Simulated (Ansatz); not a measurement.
**O: one input, then a changed one**

The cell is the one relaxed in the Materials Project (mp-607540), not relaxed further here; entries there can be hypothetical. The listed cell was then made from it by scaling, straining or moving an atom.

First run: DFT, LDA, PAW with Ansatz's default frozen-core files, scalar-relativistic (Ansatz 0.2.0).

Command: `ansatz run input.yaml --threads 1 --pin off --max-ram 2048MiB --backend cpu --events-out ev --progress --plain --runs-dir out` The run took 12 s on 1 thread of Arm Neoverse N1 (shared host).

```yaml
crystal:
  lattice:
    - [0.0, 1.8643428824, 3.8461435541]
    - [1.4814762822, 0.0, 3.8461435541]
    - [1.4814762822, 1.8643428824, 0.0]
  atoms:
    - { symbol: O, position: [0.421098, 0.421098, 0.578902] }
    - { symbol: O, position: [0.578902, 0.578902, 0.421098] }
kpoints:
  mp_grid: { grid: [14, 14, 14] }
scf:
  occupations: { method: fermi_dirac, width: 0.08 }
hamiltonian:
  xc: lda
  pseudopotentials: { kind: paw }
output:
  forces: true
  stress: true
  eigenvalues: true
  efg: { contact_densities: true }
  write_density: true
  write_potential: true
  elf: true
  volumetric_format: npy
```

Result: converged; pressure -7.94 GPa; largest force 1.264 eV/Å; no gap on the k mesh; 6 SCF iterations.

Solid oxygen carries moments on its molecules; these runs leave spin out.

The input is then changed:

```diff
@@ -10,5 +10,6 @@
   mp_grid: { grid: [14, 14, 14] }
 scf:
-  occupations: { method: fermi_dirac, width: 0.08 }
+  occupations: { method: tetrahedron }
+  algorithm: density_mixing
 hamiltonian:
   xc: lda
@@ -19,7 +20,3 @@
   eigenvalues: true
   efg: { contact_densities: true }
-  write_density: true
-  write_potential: true
-  elf: true
-  volumetric_format: npy
```

Problem. What does the second run give?

Solution. It converged; energy at zero smearing -0.1 meV/atom from the first run; pressure -8.05 GPa; largest force 1.265 eV/Å; no gap on the k mesh; 6 SCF iterations.

The results part of its log:

```
SCF 1 converged in 6 iterations: F = -1105.189194 eV  dr2 = 6.22e-10
  greatest PAW one-centre occupation: 0.882 electrons in one spin orbital (limit 2), on the O atom at site 1 (counted from 0), in its partial waves of l = 0
SCF converged after 6 iterations
Stability not checked: this state was not tested for a lower state beside it, because cold or Methfessel-Paxton smearing, or corrected tetrahedra, fill the levels in a way that the test cannot read (fill_not_monotonic; see scf.lower_state_search)
Free energy (F): -1105.189194 eV
Harris-Foulkes:  -1105.189194 eV  (|F-HF|=2.66e-11)
Internal energy: -1105.189203 eV  (E = F + TS)
E sigma→0 (E₀):  -1105.189194 eV
Entropy (-TS):   0.000009 eV (0.004 meV/atom)
Fermi energy:    2.739203 eV
--- Per-component energies (eV) ---
  E_band       = -92.072860
  E_kinetic    = 339.628194
  E_local      = -835.266996  (includes V_loc(G=0)·N_el)
  E_nonlocal   = 100.329731
  E_hartree    = 277.379453
  E_xc         = -140.748279
  E_vxc        = -180.849817  (∫ρ·V_xc dr)
  E_paw        = -291.688153  (= ΣΔE_a)
  E_vpaw       = -70.677838  (= ΣTr[D̂ρ^β])
  E_aug_tail   = 0.004787  (compensation charges beyond the density's cutoff)
  E_ewald      = -555.021783
  E_core_change = 0.193843  (= ΣΔE_core)
  E_smearing   = 0.000009  (= −TS)
  E_closure    = 0.000000  (closes the sum)
  Σ components = -1105.189194   (vs F -1105.189194, Δ=0.00e0)
--- Forces (eV/Å), atoms counted from 1 ---
  atom   1  O      0.00000000     0.00000000     1.26455369
  atom   2  O      0.00000000    -0.00000000    -1.26455369
  max |Σ_I F_I| component: 2.22e-16 eV/Å
--- Stress (GPa, compression-positive) ---
       -4.240137      -0.000000       0.000000
       -0.000000      -7.450411      -0.000000
        0.000000      -0.000000     -12.454020
  P = ⅓ Tr σ = -8.0482 GPa (-80.482 kbar)
--- PAW observables at the nuclei: V_zz in 10²¹ V/m², potentials from the cell's mean, atoms counted from 1 ---
  atom   1  O  V_zz =   +12.485451   η = 0.1258   by run symmetry: allowed
            electrostatic potential = -613.837851 V   contact ρ = 2132.540995 e/Å³
  atom   2  O  V_zz =   +12.485451   η = 0.1258   by run symmetry: allowed
            electrostatic potential = -613.837851 V   contact ρ = 2132.540995 e/Å³
--- Band table (eV; the first three rows and the last of 428) ---
  k-point 0: bands = ["-24.5706", "-11.7603", "-6.1749", "-2.5018", "-2.0084", "3.9677", "4.3964", "12.7234", "13.2701", "14.8217"]
  k-point 1: bands = ["-24.5306", "-11.7220", "-6.1302", "-2.6284", "-2.0941", "3.8580", "4.3262", "12.6908", "13.4018", "15.0158"]
  k-point 2: bands = ["-24.4165", "-11.6111", "-6.0145", "-3.1034", "-2.1719", "3.4274", "4.2660", "12.5342", "13.8602", "15.5374"]
  k-point 427: bands = ["-24.5291", "-12.4327", "-4.8003", "-2.5568", "-2.0357", "4.1062", "4.4635", "9.0305", "13.2533", "16.4473"]
```
